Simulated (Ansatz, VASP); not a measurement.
Two plane-wave programs on GaSb

```
CELL_PARAMETERS angstrom
0.00000 3.04642 3.04642
3.04642 0.00000 3.04642
3.04642 3.04642 0.00000
ATOMIC_POSITIONS crystal
Ga 0.00000 0.00000 0.00000
Sb 0.25000 0.25000 0.25000
```

Alike in both runs: task single point; functional PBE; k mesh 6 × 6 × 6; occupations fermi-dirac, width 0.02 eV; no spin polarisation.

```csv
,VASP,Ansatz
version,VASP 6.6.1,Ansatz 0.2.0
potentials or method,"VASP PAW PBE potentials, release 64 (Ga_d, Sb)","plane waves, PAW"
plane-wave cutoff (eV),520,420
valence electrons in the cell,18,28
```

```csv
,VASP,Ansatz,Ansatz less VASP
pressure (GPa),3.1,3.0,-0.09
```

The two sets of potentials don't hold the same shells in valence.
